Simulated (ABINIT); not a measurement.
Input of an ABINIT 10.8.3 (patched build) run:

The input run.abi:

```
ndtset 7
getwfk -1
scalecart1 3*0.9795861087
scalecart2 3*0.9864848297
scalecart3 3*0.9932883884
scalecart4 3*1.0000000000
scalecart5 3*1.0066227096
scalecart6 3*1.0131594038
scalecart7 3*1.0196128224

pp_dirpath "./"
pseudos "Te.LDA_PW-JTH.xml, Mg.LDA_PW-JTH.xml"

acell 8.6374403057 8.6374403057 8.6374403057
rprim
     0.0000000000     0.7071067812     0.7071067812
     0.7071067812     0.0000000000     0.7071067812
     0.7071067812     0.7071067812     0.0000000000
ntypat 2
znucl 52 12
natom 2
typat 1 2
xred
     0.2500000000     0.2500000000     0.2500000000
     0.0000000000     0.0000000000     0.0000000000

ecut 19.0
pawecutdg 38.0

kptopt 1
ngkpt 7 7 7
nshiftk 1
shiftk 0.0 0.0 0.0

ixc 7

nband 12
occopt 3
tsmear 0.05 eV

nstep 100
tolvrs 1.0e-9

iomode 3
prtwf 1
prtden 0
prteig 0
prtebands 0
enunit 2
```

Potentials or basis: JTH PAW LDA v2.0.

Launch:

```bash
$ abinit run.abi > log 2>&1
```

**Question.** Predict the equilibrium volume.

**Answer.** 32.32 Å³/atom (rough: see the caveat).

**Question.** Estimate the bulk modulus.

**Answer.** 32 GPa (rough).

Energy against volume, from the lowest point:
| volume (Å³/atom) | energy (meV/atom) |
| --- | --- |
| 31.735 | 1.29 |
| 32.410 | 0.00 |
| 33.086 | 1.97 |
| 33.761 | 6.86 |
| 34.436 | 13.63 |
| 35.111 | 23.97 |
| 35.787 | 36.55 |

Caveat: pressures at fixed basis lie under the slope of the energies; the fit is doubtful: noisy points or a state that changes with volume. Spin-orbit coupling is left out, which matters for the levels of Te.
